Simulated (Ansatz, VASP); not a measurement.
Given: the input of a run of VASP 6.6.1 on ZnS.

File INCAR:

```
SYSTEM = ZnS
PREC = Accurate
ENCUT = 520
EDIFF = 1E-6
ISMEAR = -1
SIGMA = 0.05
LREAL = .False.
LASPH = .True.
NELM = 60
ALGO = Normal
ISIF = 2
LWAVE = .False.
LCHARG = .False.
GGA = B5
ALDAX = 1.0
AGGAX = 1.0
AGGAC = 1.0
ALDAC = 0.0
IVDW = 12
VDW_S6 = 1.0
VDW_S8 = 2.6996
VDW_A1 = 0.4298
VDW_A2 = 4.2359
NBANDS = 16
```

File KPOINTS:

```
regular mesh
0
Gamma
  9 9 9
  0 0 0
```

The input POSCAR:

```
ZnS
1.0
    0.0000000000      2.7375567091      2.7375567091
    2.7375567091      0.0000000000      2.7375567091
    2.7375567091      2.7375567091      0.0000000000
Zn S
1 1
Direct
    0.7500000000      0.7500000000      0.7500000000
    0.0000000000      0.0000000000      0.0000000000
```

Potentials or basis: VASP PAW PBE potentials, release 64 (Zn, S).

Launch:

```sh
$ cat potpaw_PBE.64/Zn/POTCAR potpaw_PBE.64/S/POTCAR > POTCAR
$ mpirun -np 1 vasp_std > vasp.out
```

Translate it to Ansatz 0.2.0. Potentials there: Ansatz PAW.

As run (the cutoff follows the program's own potentials):

The input input.yaml:

```yaml
crystal:
  lattice:
    - [0.0, 2.7375567091, 2.7375567091]
    - [2.7375567091, 0.0, 2.7375567091]
    - [2.7375567091, 2.7375567091, 0.0]
  atoms:
    - { symbol: Zn, position: [0.75, 0.75, 0.75] }
    - { symbol: S, position: [0.0, 0.0, 0.0] }
hamiltonian:
  xc: blyp
  pseudopotentials: { kind: paw }
  dispersion: d3bj
kpoints:
  mp_grid: { grid: [9, 9, 9] }
scf:
  occupations: { method: fermi_dirac, width: 0.05 }
output:
  forces: true
  stress: true
  eigenvalues: true
```

Potentials or basis: Ansatz PAW.

Run with:

```sh
$ ansatz run input.yaml --threads 2 --pin off --max-ram 5120MiB --backend cpu --events-out ev --progress --plain --runs-dir out
```

Both were run:

|  | VASP | Ansatz | Ansatz less VASP |
| --- | --- | --- | --- |
| gap on the k mesh at the Fermi level (eV) | 1.94 | 1.91 | -0.032 |
| least direct gap on the mesh (eV) | 1.94 | 1.91 | -0.032 |
| pressure (GPa) | -3.3 | -3.4 | -0.09 |
| dispersion energy (meV/atom) | -637.3 | -637.4 | -0.06 |

Caveats: the PAW data sets were made with another functional, which shifts forces and pressure a little (VASP); odd divisions of the mesh miss points on the zone boundary, where band edges often lie, so the gap on the mesh can be too wide (Ansatz); the PAW data sets come from PBE, with cores solved anew for the run's functional, which leaves a small shift of forces and pressure (Ansatz). A hybrid or GW would open this gap; BLYP tends to underestimate it.
